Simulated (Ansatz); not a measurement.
This Ansatz 0.2.0 run on Ge needs a look.

File input.yaml:

```yaml
crystal:
  lattice:
    - [1.488052925, -2.59468961, 0.0]
    - [1.488052925, 2.59468961, 0.0]
    - [0.0, 0.0, 4.72759579]
  atoms:
    - { symbol: Ge, position: [0.33344663, 0.66655337, 0.25] }
    - { symbol: Ge, position: [0.66655337, 0.33344663, 0.75] }
hamiltonian:
  xc: lda
  pseudopotentials: { kind: paw }
kpoints:
  mp_grid: { grid: [10, 10, 6] }
scf:
  occupations: { method: fermi_dirac, width: 0.05 }
  max_iter: 5
output:
  forces: true
  stress: true
  eigenvalues: true
relax:
  f_tol: 0.01
  max_steps: 40
  cell: { stress_tol: 0.05 }
```

Potentials or basis: Ansatz PAW.

Command:

```bash
$ ansatz run input.yaml --threads 2 --pin off --max-ram 5632MiB --backend cpu --events-out ev --progress --plain --runs-dir out
```

Output:

```text
Warning: RAYON_NUM_THREADS=2 ignored (pool sized by the plan → 2); use --threads N
The last accepted step is kept in <dir> (removed where the run ends without a failure and the disk answers)
Engine: ansatz 0.2.0, aarch64-unknown-linux-gnu
Pseudopotentials: kind: paw
[... 125 lines left out ...]
  k-point 2: bands = ["-13.2579", "-13.2541", "-13.2522", "-13.2444", "-13.2442", "-13.2379", "-13.1913", "-13.1803", "-13.1544", "-13.1536", "-1.3269", "0.8342", "9.9278", "16.1313", "18.8054", "19.3626", "20.0283", "20.2992"]
  k-point 123: bands = ["-13.2892", "-13.2892", "-13.2632", "-13.2632", "-13.1890", "-13.1890", "-13.1384", "-13.1384", "-13.1359", "-13.1359", "4.3226", "4.3226", "6.3616", "6.3616", "16.2035", "16.2035", "16.4155", "16.4155"]
End of that report.
this run last wrote the structure of step 7 to <dir>
Error: did not converge after 5 iterations: dr2 = 3.97e-7 (threshold 2.00e-11), under the density mixer `msr1`, which `scf.mixing.algorithm: auto` chose by the deck's other keys (type `scf.mixing.algorithm: msr1` to keep it); raise `scf.max_iter`, which need not help a stalled SCF, or adjust the mixing (`scf.mixing`) or, under a smearing, its width (`scf.occupations.width`, in either direction: another width is another result); this SCF holds its density and magnetisation to the symmetry operations that it keeps, and cannot end on a state that breaks one of them: if the state sought breaks one, re-run with `crystal.symmetry.detect: false`, without `crystal.symmetry.time_reversal: true`, on a non-collinear deck whose state breaks time reversal, with `crystal.symmetry.time_reversal: false` beside it (there exact exchange or a DFT+U term alone can polarise the run; a magnetic state wants starting moments), where the deck allows it (that run may end on another state, and need not converge either); the deck sets no `scf.convergence.dr2_threshold`, so that threshold comes from the default of a variable-cell relaxation (`relax.cell`), sized to its number of atoms and to its threshold on the stress (`relax.cell.stress_tol`; `relax.cell.stress_2d_tol` on a slab), down to a floor (the steps of most such runs go by the force and the stress left), which is tighter than a plain SCF's — the other mixer that `auto` picks from is left to try (`scf.mixing.algorithm: broyden`); it can need more iterations, either can converge an SCF that the other leaves open, and the two can end on different states; the input reference at `scf.mixing.algorithm` says more, and from which start to try it
```

**Question.** How did it end, and where is the flaw?

**Answer.** The run did not converge. The input holds a flaw that was put in on purpose: too few SCF iterations.
